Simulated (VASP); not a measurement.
# KF (Carobbiite) (Fm-3m) in VASP: settings compared

Aim: see how the results for KF (Carobbiite) move with the level of theory and the settings. Levels: LDA, BLYP+D3(BJ). Tasks: single point.

Program: VASP 6.6.1. These are calculated values, not measurements. Logs are shortened: lines on timing, memory, paths and dates and some standing lists are left out, and cuts for length are marked.

### Step 1. The structure

Symmetry: Fm-3m, No. 225, cubic system. The conventional cell has a = 5.344 Å, b = 5.344 Å, c = 5.344 Å, α = 90.00°, β = 90.00°, γ = 90.00°. K (site symmetry m-3m) has 6 F at 2.67 Å as nearest neighbours. F (site symmetry m-3m) has 6 K at 2.67 Å as nearest neighbours.

### Step 2. Single point, LDA (atoms moved at random, drawn with an rms of 0.05 Å)

Input file INCAR:

```
SYSTEM = KF
PREC = Accurate ; ENCUT = 520
EDIFF = 1E-6 ; ISMEAR = 1
SIGMA = 0.1 ; LREAL = .False.
LASPH = .True. ; NELM = 100
ALGO = Fast ; ISIF = 2
LWAVE = .False. ; LCHARG = .True.
GGA = CA ; LELF = .True.
LVHAR = .True. ; NBANDS = 15
```

Input file KPOINTS:

```
Automatic mesh
0
Gamma
  7 7 7
  0 0 0
```

Input file POSCAR:

```
KF
1.0
    0.0000000000      2.6718500000      2.6718500000
    2.6718500000      0.0000000000      2.6718500000
    2.6718500000      2.6718500000      0.0000000000
K F
1 1
Direct
    0.0244680000     -0.0251010000     -0.0070560000
    0.4977100000      0.5129550000      0.4807690000
```

Potentials or basis: VASP PAW LDA potentials, release 64 (K_sv, F).

Command:

```
> cat potpaw_LDA.64/K_sv/POTCAR potpaw_LDA.64/F/POTCAR > POTCAR
> mpirun -np 1 vasp_std > vasp.out
```

OUTCAR:

```text
SYSTEM = KF
   PREC = Accurate
   ENCUT = 520
   EDIFF = 1E-6
   ISMEAR = 1
   LREAL = .False.
   LASPH = .True.
   NELM = 100
   ISIF = 2
   GGA = CA

 ion  position               nearest neighbor table
   1  0.024  0.975  0.993-   2 2.57   2 2.60   2 2.64   2 2.70   2 2.74   2 2.78
   2  0.498  0.513  0.481-   1 2.57   1 2.60   1 2.64   1 2.70   1 2.74   1 2.78

  LATTYP: Found a face centered cubic cell.
 ALAT       =     5.3437000000

  Lattice vectors:

 A1 = (   0.0000000000,   2.6718500000,   2.6718500000)
 A2 = (   2.6718500000,   0.0000000000,   2.6718500000)
 A3 = (   2.6718500000,   2.6718500000,   0.0000000000)

Analysis of symmetry for initial positions (statically):
=====================================================================
 Subroutine PRICEL returns:
 Original cell was already a primitive cell.

 Routine SETGRP: Setting up the symmetry group for a
 face centered cubic supercell.

 Subroutine GETGRP returns: Found  1 space group operations
 (whereof  1 operations were pure point group operations)
 out of a pool of 48 trial point group operations.

The static configuration has the point symmetry C_1 .

Analysis of symmetry for dynamics (positions and initial velocities):
=====================================================================
 Subroutine PRICEL returns:
 Original cell was already a primitive cell.

 Routine SETGRP: Setting up the symmetry group for a
 face centered cubic supercell.

 Subroutine GETGRP returns: Found  1 space group operations
 (whereof  1 operations were pure point group operations)
 out of a pool of 48 trial point group operations.

The dynamic configuration has the point symmetry C_1 .

 Subroutine INISYM returns: Found  1 space group operations
 (whereof  1 operations are pure point group operations),
 and found     1 'primitive' translations

----------------------------------------------------------------------------------------

                                     Primitive cell

  volume of cell :      38.1475

  direct lattice vectors                    reciprocal lattice vectors
     0.000000000  2.671850000  2.671850000    -0.187136254  0.187136254  0.187136254
     2.671850000  0.000000000  2.671850000     0.187136254 -0.187136254  0.187136254
     2.671850000  2.671850000  0.000000000     0.187136254  0.187136254 -0.187136254

  length of vectors
     3.778566507  3.778566507  3.778566507     0.324129500  0.324129500  0.324129500

  position of ions in fractional coordinates (direct lattice)
     0.024468000  0.974899000  0.992944000
     0.497710000  0.512955000  0.480769000

  ion indices of the primitive-cell ions
[... 84 lines left out ...]
   TEBEG  =    0.0;   TEEND  =   0.0 temperature during run
   PSTRESS=    0.0 pullay stress
   NELECT =      16.0000    total number of electrons
   NUPDOWN=      -1.0000    fix difference up-down
   EMIN   =  10.00;   EMAX   =-10.00  energy-range for DOS
   EFERMI =   0.00;   METHOD = LEGACY
   ISMEAR =     1;   SIGMA  =   0.10  broadening in eV -4-tet -1-fermi 0-gaus
   EFERMI_NEDOS =   21; number of points for ismear=-14 and -15
   IALGO  =     68    algorithm
   IMIX   =      4    mixing-type and parameters
     AMIX     =   0.40;   BMIX     =  1.00
     AMIX_MAG =   1.60;   BMIX_MAG =  1.00
  volume/ion in A,a.u.               =      19.07       128.72
  Fermi-wavevector in a.u.,A,eV,Ry     =   1.225442  2.315750 20.431978  1.501708
  Thomas-Fermi vector in A             =   2.360480
   LORBIT       =      0    0 simple, 1 ext, 2 COOP (PROOUT), +10 PAW based schemes
   GGA     = CA    functional components
   LHFCALC =     F    Hartree Fock is set to
   AEXX    =    0.0000 exact exchange contribution
   IVDW    =     0    specifies the selected vdW correction
   LEPSILON=     F    determine dielectric tensor
   LRPA    =     F    only Hartree local field effects (RPA)
 non-spin polarized calculation
 RMM-DIIS sequential band-by-band and
 Methfessel and Paxton  Order N= 1 SIGMA  =   0.10
  energy-cutoff  :      520.00
  volume of cell :       38.15
 maximum number of plane-waves:      1040
   NGX = 13   NGY = 13   NGZ = 13

 number of electron      16.0000000 magnetization

 Free energy of the ion-electron system (eV)
  ---------------------------------------------------
  ext. energy  EPLUGINS =         0.00000000
  ---------------------------------------------------
  free energy    TOTEN  =        -9.02117227 eV

  energy without entropy =       -9.02795484  energy(sigma->0) =       -9.02343313

 E-fermi :  -3.2365     XC(G=0):  -9.1187

 val. band max:       -3.2467597963   @ k =   0.0000   0.0000   0.0000
 cond. band min:       2.5544953530   @ k =   0.0000   0.0000   0.0000
 fundamental gap:      5.8012551493
 Fermi energy:        -3.2365459566

 k-point     1 :       0.0000    0.0000    0.0000
  band No.  band energies     occupation
      1     -28.8537      2.00000
      2     -21.4579      2.00000
      3     -12.3275      2.00000
      4     -12.3250      2.00000
      5     -12.3236      2.00000
      6      -3.2489      1.20811
      7      -3.2483      1.19768
      8      -3.2468      1.17188
      9       2.5545      0.00000
     10       7.2878      0.00000
     11       7.3092      0.00000
     12       7.3257      0.00000
     13       9.0348      0.00000
     14       9.0608      0.00000
[... 401 lines left out ...]
      2     -21.5057      2.00000
      3     -12.4891      2.00000
      4     -12.3998      2.00000
      5     -12.3826      2.00000
      6      -3.7572      2.00000
      7      -3.3892      2.05292
      8      -3.3378      2.05267
      9       4.2821      0.00000
     10       6.1208      0.00000
     11       8.2829      0.00000
     12       8.4849      0.00000
     13       9.5204      0.00000
     14       9.7772      0.00000
     15      15.5397      0.00000

 [... further k-points ...]
[... 5 lines left out ...]
  --------------------------------------------------------------------------------------
  -------------------------------------------------------------------------------------
  Total       -0.7668444     -0.6993598     -0.8095946      0.0144982      0.0063157     -0.0037229
  in kB      -32.2071008    -29.3727798    -34.0025891      0.6089158      0.2652561     -0.1563589
  external PRESSURE =     -31.8608232 kB  Pullay stress =       0.0000000 kB

 VOLUME and BASIS-vectors are now :
 -----------------------------------------------------------------------------
  energy-cutoff  :      520.00
  volume of cell :       38.15
      direct lattice vectors                 reciprocal lattice vectors
     0.000000000  2.671850000  2.671850000    -0.187136254  0.187136254  0.187136254
     2.671850000  0.000000000  2.671850000     0.187136254 -0.187136254  0.187136254
     2.671850000  2.671850000  0.000000000     0.187136254  0.187136254 -0.187136254

 POSITION                                       TOTAL-FORCE (eV/Angst)
 -----------------------------------------------------------------------------------
      5.25778      2.71837      2.67016         0.087924     -0.138591      0.037273
      2.65508      2.61435      2.70035        -0.087924      0.138591     -0.037273
 -----------------------------------------------------------------------------------
    total drift:                               -0.000970      0.001038     -0.000401

  FREE ENERGIE OF THE ION-ELECTRON SYSTEM (eV)
  ---------------------------------------------------
  free  energy   TOTEN  =        -9.0211722725 eV

  energy  without entropy=       -9.0279548421  energy(sigma->0) =       -9.02343313
```

stdout:

```text
POSCAR found type information on POSCAR K F
 POSCAR found :  2 types and       2 ions
 scaLAPACK will be used
 LDA part: xc-table for (Slater(with rela. corr.)+CA(PZ))
 , standard interpolation
 POSCAR, INCAR and KPOINTS ok, starting setup
 FFT: planning ... GRIDC
 FFT: planning ... GRID_SOFT
 FFT: planning ... GRID
 WAVECAR not read
 entering main loop
```

Run time: 56 s. Hardware: 1 thread of Intel Xeon Platinum 8559C (Emerald Rapids), shared host; peak memory 0.2 GiB.

What came out:

| Property | Result |
| --- | --- |
| Free energy | -9.0212 eV |
| Pressure | -3.2 GPa |
| Largest force | 0.168 eV/Å |
| Band gap on the k mesh | 5.80 eV, direct |

Forces on the atoms (eV/Å):
```
K    0.088 -0.139  0.037
F   -0.088  0.139 -0.037
```

Levels at points of the mesh, in eV from the valence-band top:
```
           k point  band 6  band 7  band 8  band 9  band 10  band 11
(0.00, 0.00, 0.00)    0.00    0.00    0.00    5.80    10.53    10.56
```

### Step 3. Single point, BLYP+D3(BJ), non-collinear spin, zero start

Input file INCAR:

```
SYSTEM = KF
AGGAC = 1.0
AGGAX = 1.0
ALDAC = 0.0
ALDAX = 1.0
ALGO = Fast
EDIFF = 1E-6
ENCUT = 520
GGA = B5
ISIF = 2
ISMEAR = -1
IVDW = 12
LASPH = .True.
LCHARG = .False.
LNONCOLLINEAR = .True.
LORBIT = 11
LREAL = .False.
LWAVE = .False.
MAGMOM = 0 0 0 0 0 0
NBANDS = 28
NELM = 150
PREC = Accurate
SIGMA = 0.05
VDW_A1 = 0.4298
VDW_A2 = 4.2359
VDW_S6 = 1.0
VDW_S8 = 2.6996
```

Input file KPOINTS:

```
k-points
0
Gamma
  9 9 9
  0 0 0
```

Input file POSCAR:

```
KF
1.0
    0.0000000000      2.6718500000      2.6718500000
    2.6718500000      0.0000000000      2.6718500000
    2.6718500000      2.6718500000      0.0000000000
K F
1 1
Direct
    0.0000000000      0.0000000000      0.0000000000
    0.5000000000      0.5000000000      0.5000000000
```

Potentials or basis: VASP PAW PBE potentials, release 64 (K_sv, F).

Command:

```
> cat potpaw_PBE.64/K_sv/POTCAR potpaw_PBE.64/F/POTCAR > POTCAR
> mpirun -np 1 vasp_ncl > vasp.out
```

Run time: 2.2 min. Hardware: 1 thread of Intel Xeon Platinum 8488C (Sapphire Rapids), shared host; peak memory 0.28 GiB.

The run converged. Its results:

```yaml
Free_energy: -8.8627 eV
Pressure: -0.9 GPa
Band_gap_on_the_k_mesh: 6.22 eV, direct
Net_moment: 0.00 μB per cell
Valence_electrons_inside_the_program's_atomic_spheres: K 7.54; F 6.07
Dispersion_energy_per_atom: -0.374 eV
```

Levels at points of the mesh, in eV from the valence-band top:
| k point | band 14 | band 15 | band 16 | band 17 | band 18 | band 19 |
| --- | --- | --- | --- | --- | --- | --- |
| (0.00, 0.00, 0.00) | 0.00 | 0.00 | 0.00 | 6.22 | 6.22 | 10.67 |

Moments on the atoms (μB; x, y, z):
```
K   0.00 0.00 0.00
F   0.00 0.00 0.00
```

Caveat: the PAW data sets were made with another functional, which shifts forces and pressure a little; an odd mesh through Γ misses points on the zone boundary, where band edges often lie. Expect the measured gap to be larger: semilocal functionals such as BLYP lack the derivative discontinuity.

### Step 4. Single point, LDA

Input file INCAR:

```
ALGO = Normal
EDIFF = 1E-6
ENCUT = 520
ISIF = 2
ISMEAR = 0
LASPH = T
LCHARG = F
LREAL = F
LWAVE = F
NBANDS = 15
NELM = 100
PREC = Accurate
SIGMA = 0.025
```

Input file KPOINTS:

```
k-points
0
Gamma
  9 9 9
```

POSCAR is that of step 3.

Potentials or basis: VASP PAW LDA potentials, release 64 (K_sv, F).

Command:

```
> cat potpaw_LDA.64/K_sv/POTCAR potpaw_LDA.64/F/POTCAR > POTCAR
> mpirun -np 1 vasp_std > vasp.out
```

OUTCAR:

```text
EDIFF = 1E-6
   ENCUT = 520
   ISIF = 2
   ISMEAR = 0
   LASPH = T
   LREAL = F
   NELM = 100
   PREC = Accurate

 ion  position               nearest neighbor table
   1  0.000  0.000  0.000-   2 2.67   2 2.67   2 2.67   2 2.67   2 2.67   2 2.67
   2  0.500  0.500  0.500-   1 2.67   1 2.67   1 2.67   1 2.67   1 2.67   1 2.67

  LATTYP: Found a face centered cubic cell.
 ALAT       =     5.3437000000

  Lattice vectors:

 A1 = (   0.0000000000,   2.6718500000,   2.6718500000)
 A2 = (   2.6718500000,   0.0000000000,   2.6718500000)
 A3 = (   2.6718500000,   2.6718500000,   0.0000000000)
[... 609 lines left out ...]
     11       8.3176      0.00000
     12      10.3013      0.00000
     13      10.8344      0.00000
     14      10.8344      0.00000
     15      12.6894      0.00000

 [... further k-points ...]
[... 5 lines left out ...]
  --------------------------------------------------------------------------------------
  -------------------------------------------------------------------------------------
  Total       -0.8094828     -0.8094828     -0.8094828     -0.0000000     -0.0000000      0.0000000
  in kB      -33.9978904    -33.9978904    -33.9978904     -0.0000000     -0.0000000      0.0000000
  external PRESSURE =     -33.9978904 kB  Pullay stress =       0.0000000 kB

 VOLUME and BASIS-vectors are now :
 -----------------------------------------------------------------------------
  energy-cutoff  :      520.00
  volume of cell :       38.15
      direct lattice vectors                 reciprocal lattice vectors
     0.000000000  2.671850000  2.671850000    -0.187136254  0.187136254  0.187136254
     2.671850000  0.000000000  2.671850000     0.187136254 -0.187136254  0.187136254
     2.671850000  2.671850000  0.000000000     0.187136254  0.187136254 -0.187136254

 POSITION                                       TOTAL-FORCE (eV/Angst)
 -----------------------------------------------------------------------------------
      0.00000      0.00000      0.00000        -0.000000      0.000000      0.000000
      2.67185      2.67185      2.67185         0.000000     -0.000000     -0.000000
 -----------------------------------------------------------------------------------
    total drift:                                0.000000      0.000000      0.000000

  FREE ENERGIE OF THE ION-ELECTRON SYSTEM (eV)
  ---------------------------------------------------
  free  energy   TOTEN  =        -9.0342318825 eV

  energy  without entropy=       -9.0342318825  energy(sigma->0) =       -9.03423188
```

stdout:

```text
POSCAR found type information on POSCAR K F
 POSCAR found :  2 types and       2 ions
 scaLAPACK will be used
 LDA part: xc-table for (Slater(with rela. corr.)+CA(PZ))
 , standard interpolation
 POSCAR, INCAR and KPOINTS ok, starting setup
 FFT: planning ... GRIDC
 FFT: planning ... GRID_SOFT
 FFT: planning ... GRID
 WAVECAR not read
 entering main loop
```

It took 15 s on 1 thread of Intel Xeon Platinum 8488C (Sapphire Rapids), shared host; peak memory 0.14 GiB.

Results:

```
Free energy            : -9.0342 eV
Pressure               : -3.4 GPa
Band gap on the k mesh : 5.79 eV, direct
```

Levels at points of the mesh, in eV from the valence-band top:
```
           k point  band 4  band 5  band 6  band 7  band 8  band 9  band 10  band 11  band 12  band 13
(0.00, 0.00, 0.00)   -9.10   -9.10    0.00    0.00    0.00    5.79    10.51    10.51    10.51    12.25
```

Caveat: an odd mesh through Γ misses points on the zone boundary, where band edges often lie. As with any semilocal functional, this LDA gap is likely too small.

### Step 5. Overview

| level | potentials or basis | spin | cell | k mesh | smearing | gap on the mesh (eV) | pressure (GPa) |
| --- | --- | --- | --- | --- | --- | --- | --- |
| LDA | VASP PAW LDA potentials, release 64 (K_sv, F) | off | atoms moved at random, drawn with an rms of 0.05 Å | 7 × 7 × 7 | methfessel-paxton 0.1 eV | 5.80 | -3.2 |
| BLYP+D3(BJ) | VASP PAW PBE potentials, release 64 (K_sv, F) | non-collinear, zero start | as given | 9 × 9 × 9 | fermi-dirac 0.05 eV | 6.22 | -0.9 |
| LDA | VASP PAW LDA potentials, release 64 (K_sv, F) | off | as given | 9 × 9 × 9 | gaussian 0.025 eV | 5.79 | -3.4 |

Alike in all rows: task single point; cutoff (eV) 520.

Caveats: an odd mesh through Γ misses points on the zone boundary, where band edges often lie (some runs); the PAW data sets were made with another functional, which shifts forces and pressure a little (some runs).

Total energies depend on the potentials used, so only differences within one code and one set of settings carry meaning.
